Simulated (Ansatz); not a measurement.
# HfC (Imm2) in Ansatz: settings compared

Aim: see how the results for HfC move with the level of theory and the settings. Levels: BLYP, r2SCAN. Tasks: band structure.

Everything below comes from runs of Ansatz 0.2.0. Logs are shortened: lines on timing, memory, paths and dates and some standing lists are left out, and cuts for length are marked.

## 1. The crystal as given

Symmetry: Imm2, No. 44, orthorhombic system. Conventional cell: a = 2.793 Å, b = 4.994 Å, c = 3.695 Å, α = 90.00°, β = 90.00°, γ = 90.00°. Hf (site symmetry mm2) has 2 C at 1.80 Å as nearest neighbours. C (site symmetry mm2) is surrounded by 2 Hf at 1.80 Å.

The cell was built by a generator and needn't be a form met in nature.

## 2. Band structure, BLYP

input.yaml reads:

```yaml
crystal:
  lattice:
    - [-1.39667323, 2.49718051, 1.84733673]
    - [1.39667323, -2.49718051, 1.84733673]
    - [1.39667323, 2.49718051, -1.84733673]
  atoms:
    - { symbol: Hf, position: [0.98471183, 0.98471183, 0.0] }
    - { symbol: C, position: [0.67945483, 0.17945483, 0.5] }
hamiltonian:
  xc: blyp
  pseudopotentials: { kind: paw }
kpoints:
  mp_grid: { grid: [12, 12, 12] }
  band_path:
    path:
      - [[0.0, 0.0, 0.0], [0.3282041416, -0.3282041416, -0.3282041416], [0.2150186852, -0.4413895981, -0.2150186852], [0.0, -0.5, 0.0], [-0.25, -0.25, -0.25], [0.0, 0.0, -0.5], [-0.3282041416, 0.3282041416, -0.6717958584], [-0.5, 0.5, -0.5], [0.0, 0.0, 0.0], [-0.3868145435, -0.3868145435, 0.3868145435], [-0.5, 0.0, 0.0], [-0.25, -0.25, -0.25]]
      - [[-0.2150186852, -0.5586104019, 0.2150186852], [-0.3868145435, -0.3868145435, 0.3868145435]]
      - [[-0.6131854565, 0.3868145435, -0.3868145435], [-0.5, 0.5, -0.5]]
    npoints: 14
scf:
  occupations: { method: fermi_dirac, width: 0.05 }
  n_extra_bands: 6
output:
  forces: true
  stress: true
  eigenvalues: true
  fatbands: false
```

Potentials or basis: Ansatz PAW.

Command:

```bash
$ ansatz run input.yaml --threads 2 --pin off --max-ram 5632MiB --backend cpu --events-out ev --progress --plain --runs-dir out
```

Standard output:

```text
Warning: RAYON_NUM_THREADS=2 ignored (pool sized by the plan → 2); use --threads N
scf.n_extra_bands = 6 over 15 filled bands (N_el = 30.0): the run solves 21 bands
Engine: ansatz 0.2.0, x86_64-unknown-linux-gnu
Pseudopotentials: kind: paw
Pseudopotential: Hf, paw, valence charge 26, recommended cutoff 420 eV (normal), Hf.paw.azcp
Pseudopotential: C, paw, valence charge 4, recommended cutoff 420 eV (normal), C.paw.azcp
Functional definition: BLYP
  parameter beta = 0.0042
  parameter a = 0.04918
  parameter b = 0.132
  parameter c = 0.2533
  parameter d = 0.349
  exchange = b88_x(beta = beta)
  correlation = lyp_c(a = a, b = b, c = c, d = d)
Crystal: 2 atoms, lattice volume = 25.772 Å³
Basis set: ecut = 420 eV, 515 PW (Γ), exchange–correlation on 48×48×48 points (8 copies of the dense FFT grid, shifted against one another)
Bands: 21, of which v1, the nominal top of the filled ones, is band 15 counted from 1 (14 counted from 0)
Symmetry: 4 space group operations
Space group: Imm2 (ITA 44), of the structure as read, at distance tolerance 3.0e-5 Å
k-points: 280 of 1728 (time reversal used)
Non-local potential: Hf, projectors of the file, l = 0: 3, l = 1: 2, l = 2: 2, l = 3: 3
Non-local potential: C, projectors of the file, l = 0: 2, l = 1: 2, l = 2: 1
PAW form: soft (Blöchl's): semilocal exchange-correlation on the pseudo side does not see the compensation charge
PAW frozen core: Hf, regenerated for the run's functional, and the local potential with it (the file was generated under x = pbe(κ = 0.804, μ = 0.2195149727645171), c = pbe(β = 0.06672455060314922))
PAW frozen core: C, regenerated for the run's functional, and the local potential with it (the file was generated under x = pbe(κ = 0.804, μ = 0.2195149727645171), c = pbe(β = 0.06672455060314922))
PAW one-centre angular grid: Hf, 590 points (default); XC on 64 Gauss nodes
PAW one-centre angular grid: C, 110 points (default); XC on 64 Gauss nodes
Initial density: superposition of atomic densities (neutral atoms: chi_scale 0, normalization atom), corrected by the library's trained network
Initial wavefunctions: pseudopotential atomic-orbital guess
Functional: x = b88, c = lyp
SCF iter   1: F=—  HF=-15994.397762 eV  |F-HF|=—  |Δ(HF+E_count)|=         —  Δρ=2.56e-2  dr2=1.89e-1  ethr=1.77e-3  ⟨swp⟩=5.6  Hψ=24964  notcnv=0  defer=105
preconditioner: auto → none  [insulator: Δε(μ)=0.637 eV  Ē_g=19.632 eV  σ=0.050 eV  W_gap=1.00  n_scr=10 (ndim 8)  ℏωp=38.7 eV  f_vac=0.000  D(μ)=0.00/eV (n_scr^D=0)  ε∞_Penn≈4.9]
SCF iter   2: F=—  HF=-15994.310788 eV  |F-HF|=—  |Δ(HF+E_count)|=   8.70e-2  Δρ=9.15e-3  dr2=2.41e-2  ethr=6.30e-4  ⟨swp⟩=2.0  Hψ=9613  notcnv=0  defer=313
SCF iter   3: F=—  HF=-15994.304652 eV  |F-HF|=—  |Δ(HF+E_count)|=   6.14e-3  Δρ=9.97e-4  dr2=1.53e-4  ethr=8.05e-5  ⟨swp⟩=2.0  Hψ=8019  notcnv=0  defer=313
SCF iter   4: F=—  HF=-15994.304662 eV  |F-HF|=—  |Δ(HF+E_count)|=   1.07e-5  Δρ=4.67e-4  dr2=2.48e-5  ethr=5.11e-7  ⟨swp⟩=2.0  Hψ=9767  notcnv=0  defer=313
SCF iter   5: F=—  HF=-15994.304647 eV  |F-HF|=—  |Δ(HF+E_count)|=   1.55e-5  Δρ=1.21e-4  dr2=1.26e-6  ethr=8.27e-8  ⟨swp⟩=2.0  Hψ=9771  notcnv=0  defer=313
SCF iter   6: F=—  HF=-15994.304649 eV  |F-HF|=—  |Δ(HF+E_count)|=   1.94e-6  Δρ=2.85e-5  dr2=6.90e-8  ethr=3.33e-10  ⟨swp⟩=9.1  Hψ=28757  notcnv=0
SCF iter   7: F=-15994.304649 eV  HF=-15994.304649 eV  |F-HF|=2.74e-9  |Δ(HF+E_count)|=   1.61e-7  Δρ=3.30e-6  dr2=1.21e-9  ethr=2.30e-10  ⟨swp⟩=5.1  Hψ=25104  notcnv=0
SCF 1 converged in 7 iterations: F = -15994.304649 eV  dr2 = 1.21e-9
NSCF: frozen V_eff on 185 k-points
SCF converged after 7 iterations
Free energy (F): -15994.304649 eV
Harris-Foulkes:  -15994.304649 eV  (|F-HF|=2.74e-9)
Internal energy: -15994.304552 eV  (E = F + TS)
E sigma→0 (E₀):  -15994.304601 eV
Entropy (-TS):   -0.000097 eV (-0.048 meV/atom)
Fermi energy:    20.316831 eV
--- Per-component energies (eV) ---
  E_band       = 109.555743
  E_kinetic    = 533.729305
  E_local      = -5360.256536  (includes V_loc(G=0)·N_el)
  E_nonlocal   = -1212.720147
  E_hartree    = 2534.545040
  E_xc         = -350.695559
  E_vxc        = -327.601574  (∫ρ·V_xc dr)
  E_paw        = -7061.649164  (= ΣΔE_a)
  E_vpaw       = 1407.314910  (= ΣTr[D̂ρ^β])
  E_aug_tail   = 0.000006  (compensation charges beyond the density's cutoff)
  E_ewald      = -5077.340785
  E_core_change = 0.083287  (= ΣΔE_core)
  E_smearing   = -0.000097  (= −TS)
  E_closure    = -0.000000  (closes the sum)
  Σ components = -15994.304649   (vs F -15994.304649, Δ=0.00e0)
--- Forces (eV/Å), atoms counted from 1 ---
  atom   1  Hf     0.00000000     0.00000000    11.45479930
  atom   2  C      0.00000000     0.00000000   -11.45476725
  max |Σ_I F_I| component: 3.21e-5 eV/Å
--- Stress (GPa, compression-positive) ---
      174.017212       0.000000       0.000000
        0.000000     -17.687499       0.000000
        0.000000       0.000000      64.147356
  P = ⅓ Tr σ = 73.4924 GPa (734.924 kbar)
--- Band table (eV; the first three rows and the last of 280) ---
  k-point 0: bands = ["-41.0814", "-9.9581", "-9.7688", "-9.4236", "8.0323", "9.0688", "9.1211", "9.1380", "9.1863", "9.2148", "9.2746", "9.3787", "15.9804", "16.9679", "18.7784", "22.0589", "23.8845", "25.2459", "26.5384", "27.3445", "30.0464"]
  k-point 1: bands = ["-41.0727", "-9.9578", "-9.7731", "-9.5454", "8.2019", "9.0746", "9.1199", "9.1406", "9.1858", "9.2100", "9.2600", "9.4499", "16.1312", "17.0545", "18.5797", "21.9178", "23.0966", "25.5998", "26.6977", "27.1144", "30.8679"]
  k-point 2: bands = ["-41.0488", "-10.0056", "-9.8384", "-9.7626", "8.5668", "9.0890", "9.1185", "9.1486", "9.1820", "9.2005", "9.2251", "9.7379", "16.1702", "17.3623", "18.4631", "21.6302", "21.9603", "24.9405", "27.0649", "28.2369", "32.6155"]
  k-point 279: bands = ["-41.0471", "-10.2435", "-10.1883", "-9.5170", "8.7680", "9.1204", "9.1473", "9.1504", "9.1778", "9.1816", "9.2449", "10.4108", "15.0732", "16.9364", "19.2499", "23.4704", "25.6230", "26.6851", "26.9158", "27.7598", "29.5700"]
```

Wall time 15 s (2 threads of Intel Xeon at 2.70GHz, shared host); peak memory 0.48 GiB.

What came out:

```
Free energy             : -15994.3046 eV
Pressure                : 73.5 GPa
Largest force           : 11.455 eV/Å
Band gap on the k mesh  : 0.42 eV, indirect (least direct gap 0.82 eV)
Band gap along the path : 0.59 eV, indirect (least direct gap 0.75 eV)
```

Forces in eV/Å, atoms in the order of the input:
```
Hf    0.000   0.000  11.455
C     0.000   0.000 -11.455
```

Levels at the corners of the path, in eV from the valence-band top:
```tsv
point	band 12	band 13	band 14	band 15	band 16	band 17	band 18	band 19
Γ	-10.81	-4.21	-3.22	-1.41	1.87	3.69	5.05	6.35
X	-8.46	-4.21	-4.04	-1.23	1.50	4.32	6.28	6.71
L	-8.81	-4.05	-3.44	-1.27	2.59	4.02	5.38	5.97
T	-9.56	-4.07	-1.65	-0.16	2.12	4.08	5.03	5.54
W	-9.28	-4.11	-1.42	-0.43	1.11	1.57	6.25	6.59
R	-8.27	-5.64	-2.64	-2.44	3.19	4.56	5.01	6.46
X1	-8.46	-4.21	-4.04	-1.23	1.50	4.32	6.28	6.71
Z	-9.78	-5.12	-3.26	-0.94	3.28	5.43	6.49	6.72
Γ	-10.81	-4.21	-3.22	-1.41	1.87	3.69	5.05	6.35
Y	-9.45	-5.35	-3.51	-1.36	2.52	6.08	6.11	6.30
S	-9.27	-5.75	-4.01	-2.02	2.98	4.51	5.35	6.50
W	-9.28	-4.11	-1.42	-0.43	1.11	1.57	6.25	6.59
L1	-8.81	-4.05	-3.44	-1.27	2.59	4.02	5.38	5.97
Y	-9.45	-5.35	-3.51	-1.36	2.52	6.08	6.11	6.30
Y1	-9.45	-5.35	-3.51	-1.36	2.52	6.08	6.11	6.30
Z	-9.78	-5.12	-3.26	-0.94	3.28	5.43	6.49	6.72
```

Caveat: a pressure of tens of GPa on the cell as given is suspect, and the run, the potentials or the cell itself is likely at fault; the pressure holds a Pulay correction of +0.4 GPa for the finite cutoff; spin-orbit coupling is left out, which moves the levels of the heavy elements; the PAW data sets come from PBE, with cores solved anew for the run's functional, which leaves a small shift of forces and pressure; forces of over 1 eV/Å show positions far from the minimum, so gaps and moduli don't describe the material at rest.

## 3. Band structure, r2SCAN

Changes to input.yaml since step 2:

```diff
@@ -9,3 +9,3 @@
 hamiltonian:
-  xc: blyp
+  xc: r2scan
   pseudopotentials: { kind: paw }
@@ -26,2 +26,2 @@
   eigenvalues: true
-  fatbands: false
+  fatbands: true
```

Potentials or basis: Ansatz PAW.

Command:

```bash
$ ansatz run input.yaml --threads 2 --pin off --max-ram 5632MiB --backend cpu --events-out ev --progress --plain --runs-dir out
```

Run time: 20 s. Hardware: 2 threads of Intel Xeon at 2.70GHz, shared host; peak memory 0.58 GiB.

The run converged. Its results:

```yaml
Free_energy: -15982.5686 eV
Pressure: 64.4 GPa
Largest_force: 11.274 eV/Å
Band_gap_on_the_k_mesh: 0.60 eV, indirect (least direct gap 1.04 eV)
Band_gap_along_the_path: 0.71 eV, indirect (least direct gap 0.96 eV)
```

Forces on the atoms (eV/Å):
```
Hf    0.000   0.000  11.274
C     0.000   0.000 -11.274
```

Stress tensor (GPa, compression positive):
```
165.27   0.00   0.00
  0.00 -25.59   0.00
  0.00   0.00  53.45
```

Levels at the corners of the path, in eV from the valence-band top:
| point | band 11 | band 12 | band 13 | band 14 | band 15 | band 16 | band 17 | band 18 | band 19 | band 20 |
| --- | --- | --- | --- | --- | --- | --- | --- | --- | --- | --- |
| Γ | -11.02 | -11.00 | -4.39 | -3.28 | -1.48 | 2.18 | 4.07 | 5.46 | 6.72 | 7.78 |
| X | -11.08 | -9.04 | -4.40 | -4.24 | -1.24 | 1.66 | 4.74 | 6.81 | 7.38 | 9.36 |
| L | -11.08 | -9.39 | -4.23 | -3.60 | -1.33 | 2.84 | 4.37 | 5.85 | 6.55 | 7.89 |
| T | -11.06 | -10.13 | -4.17 | -1.81 | -0.16 | 2.29 | 4.45 | 5.48 | 6.11 | 6.60 |
| W | -11.06 | -9.88 | -4.27 | -1.47 | -0.46 | 1.37 | 1.79 | 6.78 | 7.05 | 9.62 |
| R | -11.05 | -8.86 | -5.84 | -2.72 | -2.54 | 3.48 | 5.04 | 5.35 | 6.99 | 7.98 |
| X1 | -11.08 | -9.04 | -4.40 | -4.24 | -1.24 | 1.66 | 4.74 | 6.81 | 7.38 | 9.36 |
| Z | -11.05 | -10.27 | -5.33 | -3.53 | -1.00 | 3.42 | 5.93 | 7.00 | 7.30 | 8.41 |
| Γ | -11.02 | -11.00 | -4.39 | -3.28 | -1.48 | 2.18 | 4.07 | 5.46 | 6.72 | 7.78 |
| Y | -11.04 | -9.97 | -5.59 | -3.76 | -1.44 | 2.77 | 6.60 | 6.61 | 6.87 | 9.91 |
| S | -11.03 | -9.76 | -6.05 | -4.14 | -2.11 | 3.29 | 4.85 | 5.80 | 7.11 | 10.61 |
| W | -11.06 | -9.88 | -4.27 | -1.47 | -0.46 | 1.37 | 1.79 | 6.78 | 7.05 | 9.62 |
| L1 | -11.08 | -9.39 | -4.23 | -3.60 | -1.33 | 2.84 | 4.37 | 5.85 | 6.55 | 7.89 |
| Y | -11.04 | -9.97 | -5.59 | -3.76 | -1.44 | 2.77 | 6.60 | 6.61 | 6.87 | 9.91 |
| Y1 | -11.04 | -9.97 | -5.59 | -3.76 | -1.44 | 2.77 | 6.60 | 6.61 | 6.87 | 9.91 |
| Z | -11.05 | -10.27 | -5.33 | -3.53 | -1.00 | 3.42 | 5.93 | 7.00 | 7.30 | 8.41 |

Caveat: a pressure of tens of GPa on the cell as given is suspect, and the run, the potentials or the cell itself is likely at fault; spin-orbit coupling is left out, which moves the levels of the heavy elements; the PAW data sets come from PBE, with cores solved anew for the run's functional, which leaves a small shift of forces and pressure; forces of over 1 eV/Å show positions far from the minimum, so gaps and moduli don't describe the material at rest.
